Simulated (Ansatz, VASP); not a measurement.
**One calculation of W, two programs**

INCAR

```
SYSTEM = W
ALGO = Normal
EDIFF = 1E-6
ENCUT = 520
GGA = PE
ISIF = 2
ISMEAR = -1
LASPH = .TRUE.
LCHARG = .TRUE.
LELF = .TRUE.
LREAL = .FALSE.
LVHAR = .TRUE.
LWAVE = .FALSE.
NBANDS = 13
NELM = 60
PREC = Accurate
SIGMA = 0.02
```

Contents of KPOINTS:

```
k-points
0
G
  12 12 12
  0 0 0
```

The input POSCAR:

```
W
1.0
   -1.5842368039      1.5842368039      1.5842368039
    1.5842368039     -1.5842368039      1.5842368039
    1.5842368039      1.5842368039     -1.5842368039
W
1
Direct
    0.0000000000      0.0000000000      0.0000000000
```

Input for Ansatz:

```yaml
crystal:
  lattice:
    - [-1.5842368039, 1.5842368039, 1.5842368039]
    - [1.5842368039, -1.5842368039, 1.5842368039]
    - [1.5842368039, 1.5842368039, -1.5842368039]
  atoms:
    - { symbol: W, position: [0.0, 0.0, 0.0] }
kpoints:
  mp_grid: { grid: [12, 12, 12] }
  band_path:
    path:
      - [[0.0, 0.0, 0.0], [0.5, -0.5, 0.5], [-8.293970432332e-18, 8.293970432332e-18, 0.5], [0.0, 0.0, 0.0], [0.25, 0.25, 0.25], [0.5, -0.5, 0.5]]
      - [[0.25, 0.25, 0.25], [-8.293970432332e-18, 8.293970432332e-18, 0.5]]
    npoints: 10
hamiltonian:
  xc: pbe
scf:
  occupations: { method: fermi_dirac, width: 0.02 }
  n_extra_bands: 4
output:
  forces: true
  stress: true
  eigenvalues: true
  write_density: true
  write_potential: true
  elf: true
  volumetric_format: npy
```

Alike in both runs: task single point; functional PBE; k mesh 12 × 12 × 12; occupations fermi-dirac, width 0.02 eV; no spin polarisation.

```csv
,VASP,Ansatz
version,VASP 6.6.1,Ansatz 0.2.0
potentials or method,"VASP PAW PBE potentials, release 64 (W_sv)","plane waves, PAW"
plane-wave cutoff (eV),520,420
valence electrons in the cell,14,14
```

VASP gave:

```
pressure (GPa) : 5.4
```

Question: What did Ansatz give for the same quantities?

Answer: Pressure (GPa): 4.8.

The runs have no spin-orbit coupling, so splittings on W are missing.
